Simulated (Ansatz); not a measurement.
# Ni: the order of phases at one pressure

Which of fcc, bcc, hcp, diamond, beta tin, omega has the lowest enthalpy for Ni at one common pressure? The runs shown use LAPW. Companion runs by PAW are cited.

Computed with Ansatz 0.2.0 (DFT, PBE, all-electron LAPW, scalar-relativistic, unless a step's input says otherwise).

## 1. The system as given

It takes space group Fm-3m (No. 225, cubic). The conventional cell has a = 3.282 Å, b = 3.282 Å, c = 3.282 Å, α = 90.00°, β = 90.00°, γ = 90.00°. Ni (site symmetry m-3m) is surrounded by 12 Ni at 2.32 Å.

Structure file:

```
Ni
1.0
     0.00000    1.64123    1.64123
     1.64123    0.00000    1.64123
     1.64123    1.64123    0.00000
Ni
1
Direct
  0.00000 0.00000 0.00000
```

## 2. Fcc relaxed under pressure, LAPW

input.yaml reads:

```yaml
crystal:
  lattice:
    - [0.0, 1.6412253035, 1.6412253035]
    - [1.6412253035, 0.0, 1.6412253035]
    - [1.6412253035, 1.6412253035, 0.0]
  atoms:
    - { symbol: Ni, position: [0.0, 0.0, 0.0], spin: 1.0 }
magnetization:
  spin_polarized: true
kpoints:
  mp_grid: { grid: [20, 20, 20] }
scf:
  occupations: { method: fermi_dirac, width: 0.08 }
hamiltonian:
  xc: pbe
  pseudopotentials: { kind: all_electron, lapw: { basis_error: 0.0005 } }
output:
  forces: true
  stress: true
  eigenvalues: true
relax:
  f_tol: 0.005
  max_steps: 12
  cell: { p_target: 69.0, stress_tol: 0.035 }
```

Command:

```
> ansatz run input.yaml --threads 2 --pin off --max-ram 7168MiB --backend cpu --events-out ev --progress --plain --runs-dir out
```

After this run come: Bcc relaxed under pressure, LAPW; Hcp relaxed under pressure, LAPW; Diamond relaxed under pressure, LAPW; Beta tin relaxed under pressure, LAPW; Omega relaxed under pressure, LAPW.

Before running it: what results should come out? Wanted: pressure; lowest (for each run or level that gives them).

**Answer**, as computed:

| quantity | value |
| --- | --- |
| pressure | 69 GPa |
| lowest (LAPW) | fcc, 32.9 meV/atom under hcp |
| lowest (PAW) | fcc, 32.5 meV/atom under hcp |

What this shows: By LAPW the order is fcc < hcp < bcc < omega < beta tin < diamond. By PAW the order is fcc < hcp < bcc < omega < beta tin < diamond. The methods agree on the lowest phase. Only these structures were tried, with electrons smeared by 0.08 eV and without vibrations, so the true ground state may be another. The k meshes differ between phases and weren't tested, which can move differences by some meV. Other magnetic orders may lie lower; this is the state that the run reached.
